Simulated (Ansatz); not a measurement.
# WS2 (Tungstenite) (P6_3/mmc) in Ansatz: settings compared, part 2 of 2

Ansatz 0.2.0. Earlier steps stand in the parts before.

## (3) Relaxation of cell and atoms, PBE+D3(BJ)

input.yaml reads:

```yaml
crystal:
  lattice:
    - [3.18, 0.0, 0.0]
    - [-1.59, 2.753960784, 0.0]
    - [0.0, 0.0, 12.5]
  atoms:
    - { symbol: W, position: [0.6666666667, 0.3333333333, 0.75] }
    - { symbol: W, position: [0.3333333333, 0.6666666667, 0.25] }
    - { symbol: S, position: [0.6666666667, 0.3333333333, 0.375] }
    - { symbol: S, position: [0.3333333333, 0.6666666667, 0.875] }
    - { symbol: S, position: [0.6666666667, 0.3333333333, 0.125] }
    - { symbol: S, position: [0.3333333333, 0.6666666667, 0.625] }
hamiltonian:
  xc: pbe
  pseudopotentials: { kind: paw }
  dispersion: d3bj
kpoints:
  mp_grid: { grid: [10, 10, 3] }
scf:
  occupations: { method: fermi_dirac, width: 0.05 }
output:
  forces: true
  stress: true
  eigenvalues: true
relax:
  f_tol: 0.01
  max_steps: 40
  cell: { stress_tol: 0.05 }
```

Potentials or basis: Ansatz PAW.

Command:

```bash
$ ansatz run input.yaml --threads 2 --pin off --max-ram 5632MiB --backend cpu --events-out ev --progress --plain --runs-dir out
```

Log:

```text
Warning: RAYON_NUM_THREADS=2 ignored (pool sized by the plan → 2); use --threads N
Engine: ansatz 0.2.0, aarch64-unknown-linux-gnu
Pseudopotentials: kind: paw
Pseudopotential: W, paw, valence charge 14, recommended cutoff 420 eV (normal), W.paw.azcp
Pseudopotential: S, paw, valence charge 6, recommended cutoff 420 eV (normal), S.paw.azcp
Functional definition: PBE
  parameter kappa = 0.804
  parameter beta = 0.06672455060314922
  exchange = pbe_x(kappa = kappa, mu = beta*pi^2/3)
  correlation = pbe_c(beta = beta)
Crystal: 6 atoms, lattice volume = 109.470 Å³
Basis set: ecut = 420 eV, 2129 PW (Γ), exchange–correlation on 48×48×180 points (8 copies of the dense FFT grid, shifted against one another)
Bands: 32, of which v1, the nominal top of the filled ones, is band 26 counted from 1 (25 counted from 0)
Symmetry: 24 space group operations
Space group: P63/mmc (ITA 194), of the structure as read, at distance tolerance 4.8e-5 Å
k-points: 28 of 300
[... 109 lines left out ...]
  atom   6  S      0.00000000     0.00000000     0.00132127
  max |Σ_I F_I| component: 6.94e-18 eV/Å
--- Stress (GPa, compression-positive) ---
        0.021676      -0.000000       0.000000
       -0.000000       0.021676       0.000000
        0.000000       0.000000      -0.029083
  P = ⅓ Tr σ = 0.0048 GPa (0.048 kbar)
--- Band table (eV; the first three rows and the last of 28) ---
  k-point 0: bands = ["-62.5193", "-62.5193", "-26.8202", "-26.8201", "-26.6378", "-26.6378", "-26.6378", "-26.6378", "-3.6393", "-3.3561", "-2.1314", "-1.6038", "4.3045", "5.5068", "8.0776", "8.5553", "8.5553", "8.5735", "8.5735", "9.7816", "9.7816", "9.8497", "9.8497", "10.6479", "10.7712", "12.0691", "14.3200", "14.3200", "14.3330", "14.3330", "14.3388", "14.3388"]
  k-point 1: bands = ["-62.5193", "-62.5193", "-26.8202", "-26.8201", "-26.6378", "-26.6378", "-26.6378", "-26.6378", "-3.5814", "-3.4432", "-1.9871", "-1.7269", "4.5477", "5.1240", "8.5597", "8.5597", "8.5688", "8.5688", "8.6150", "9.6651", "9.7986", "9.7986", "9.8326", "9.8326", "11.4982", "11.9364", "14.3056", "14.3056", "14.3121", "14.3121", "14.4198", "14.4198"]
  k-point 2: bands = ["-62.5174", "-62.5174", "-26.8137", "-26.8136", "-26.6737", "-26.6737", "-26.6462", "-26.6461", "-3.4697", "-3.1867", "-2.0563", "-1.5508", "4.5079", "5.7082", "7.8414", "8.1181", "8.1538", "8.7151", "8.7442", "9.2019", "9.5167", "9.5932", "9.8328", "10.7780", "10.7918", "11.7166", "14.0777", "14.1763", "14.1960", "14.2978", "14.2996", "14.4411"]
  k-point 27: bands = ["-62.4981", "-62.4981", "-26.9278", "-26.9278", "-26.8504", "-26.8504", "-26.7443", "-26.7443", "-1.0278", "-1.0005", "-0.9185", "-0.8924", "5.5401", "5.6231", "5.7363", "5.7650", "6.9927", "7.0068", "7.2611", "7.3632", "8.0705", "8.2224", "8.9486", "9.1387", "11.1616", "11.2746", "13.5025", "13.5223", "14.3180", "14.8888", "15.2634", "15.3795"]
--- Relaxed structure (5 steps of the walk, 4 accepted, 1 SCFs on fresh bases) ---
  F+E_penalty+E_count = -24385.32034415 eV   max|allowed force component| = 1.321e-3 eV/Å   (the final SCF, on the basis selected at the relaxed cell)
  cell:  # Å, volume = 104.6014 Å³
    - [3.1538121042253717, -6.828123569420903e-34, -1.0989011369536763e-33]
    - [-1.5769060521126859, 2.7312814010220277, 5.402109927404354e-34]
    - [-4.613143626185424e-33, -4.19376693289584e-35, 12.143261709354872]
  atoms:
    - { symbol: W, position: [0.6666666666666666, 0.3333333333333333, 0.7499999999999999] }
    - { symbol: W, position: [0.3333333333333333, 0.6666666666666666, 0.24999999999999997] }
    - { symbol: S, position: [0.6666666666666666, 0.3333333333333333, 0.37969204818743335] }
    - { symbol: S, position: [0.3333333333333333, 0.6666666666666666, 0.8796920481874335] }
    - { symbol: S, position: [0.6666666666666666, 0.3333333333333333, 0.12030795181256644] }
    - { symbol: S, position: [0.3333333333333333, 0.6666666666666666, 0.6203079518125665] }
```

It took 31 s on 2 threads of Arm Neoverse N1, shared host; peak memory 0.42 GiB.

Results:

| Item | Value |
| --- | --- |
| Free energy | -24385.3203 eV |
| Relaxed volume | 17.43 Å³/atom |
| Relaxed cell | a = 3.154 Å, b = 3.154 Å, c = 12.143 Å, α = 90.00°, β = 90.00°, γ = 120.00° |
| Space group after relaxing (to 0.05 Å) | P6_3/mmc (No. 194) |
| Energy gained by relaxing | 5.5 meV/atom |
| Ionic steps | 5 |
| Pressure after relaxing | 0.0 GPa |
| Band gap on the k mesh | 0.96 eV, indirect (least direct gap 2.15 eV) |

The path:
| step | energy change (eV) | largest force (eV/Å) | volume (Å³) |
| --- | --- | --- | --- |
| 1 | 0.0000 | 0.1355 | 109.47 |
| 2 | -0.0322 | 0.0242 | 105.52 |
| 3 | -0.0337 | 0.0233 | 104.43 |
| 4 | -0.0337 | 0.0014 | 104.60 |
| 5 | -0.0330 | 0.0013 | 104.60 |

Final structure:
```
W S
1.0
     3.15381    0.00000    0.00000
    -1.57691    2.73128    0.00000
     0.00000    0.00000   12.14326
W S
2 4
Cartesian
  1.5769 0.9104 9.1074
  0.0000 1.8209 3.0358
  1.5769 0.9104 4.6107
  0.0000 1.8209 10.6823
  1.5769 0.9104 1.4609
  0.0000 1.8209 7.5326
```

Caveat: odd divisions of the mesh miss points on the zone boundary, where band edges often lie, so the gap on the mesh can be too wide; the plane-wave basis is chosen anew once the cell has moved, so the energies of steps on either side of that aren't comparable; spin-orbit coupling is left out, which moves the levels of the heavy elements. A k mesh can miss the band edges.

## (4) Relaxation of cell and atoms, PBE+D3(BJ)-ATM

input.yaml: that of step 3 with these lines changed.

```diff
@@ -15,3 +15,3 @@
   pseudopotentials: { kind: paw }
-  dispersion: d3bj
+  dispersion: d3bjatm
 kpoints:
@@ -24,2 +24,6 @@
   eigenvalues: true
+  write_density: true
+  write_potential: true
+  elf: true
+  volumetric_format: npy
 relax:
```

Command:

```bash
$ ansatz run input.yaml --threads 2 --pin off --max-ram 5632MiB --backend cpu --events-out ev --progress --plain --runs-dir out
```

It took 37 s on 2 threads of Arm Neoverse N1, shared host; peak memory 0.43 GiB.

It converged, with:

```
Free energy                            : -24385.1437 eV
Relaxed volume                         : 17.64 Å³/atom
Relaxed cell                           : a = 3.159 Å, b = 3.159 Å, c = 12.249 Å, α = 90.00°, β = 90.00°, γ = 120.00°
Space group after relaxing (to 0.05 Å) : P6_3/mmc (No. 194)
Energy gained by relaxing              : 3.2 meV/atom
Ionic steps                            : 5
Pressure after relaxing                : 0.0 GPa
Band gap on the k mesh                 : 1.01 eV, indirect (least direct gap 2.14 eV)
```

The path:
| step | energy change (eV) | largest force (eV/Å) | volume (Å³) |
| --- | --- | --- | --- |
| 1 | 0.0000 | 0.1350 | 109.47 |
| 2 | -0.0187 | 0.0093 | 106.56 |
| 3 | -0.0195 | 0.0125 | 105.76 |
| 4 | -0.0195 | 0.0002 | 105.83 |
| 5 | -0.0189 | 0.0001 | 105.83 |

Final structure:
```
W S
1.0
     3.15865    0.00000    0.00000
    -1.57933    2.73547    0.00000
     0.00000    0.00000   12.24872
W S
2 4
Direct
  0.66667 0.33333 0.75000
  0.33333 0.66667 0.25000
  0.66667 0.33333 0.37853
  0.33333 0.66667 0.87853
  0.66667 0.33333 0.12147
  0.33333 0.66667 0.62147
```

Levels at points of the mesh, in eV from the valence-band top:
```csv
k point,band 24,band 25,band 26,band 27,band 28,band 29
"(0.00, 0.00, 0.00)",-1.46,-1.24,0.00,2.27,2.27,2.28
"(0.00, -0.50, 0.00)",-1.78,-1.74,-1.54,2.28,2.33,2.56
```

Caveat: odd divisions of the mesh miss points on the zone boundary, where band edges often lie, so the gap on the mesh can be too wide; the plane-wave basis is chosen anew once the cell has moved, so the energies of steps on either side of that aren't comparable; spin-orbit coupling is left out, which moves the levels of the heavy elements. A hybrid or GW would open this gap; PBE tends to underestimate it.

## (5) The runs side by side

```tsv
level	gap on the mesh (eV)	pressure (GPa)	relaxed volume (Å³/atom)
PBE	1.78	0.0	21.79
PBE+D3(BJ)	0.96	0.0	17.43
PBE+D3(BJ)-ATM	1.01	0.0	17.64
```

Alike in all rows: task relaxation of cell and atoms; potentials or basis Ansatz PAW; no spin polarisation; cell relaxed; k mesh 10 × 10 × 3; cutoff (eV) 420; smearing fermi-dirac 0.05 eV.

Caveats: odd divisions of the mesh miss points on the zone boundary, where band edges often lie, so the gap on the mesh can be too wide; the plane-wave basis is chosen anew once the cell has moved, so the energies of steps on either side of that aren't comparable; spin-orbit coupling is left out, which moves the levels of the heavy elements; the volume moved by over 15 % at a fixed basis, so the end points are rough (some runs); this functional lacks dispersion, which binds the layers, so the pressure and a relaxed spacing across them are unreliable, and here the layers came unbound (some runs).

Total energies depend on the potentials used, so only differences within one code and one set of settings carry meaning.
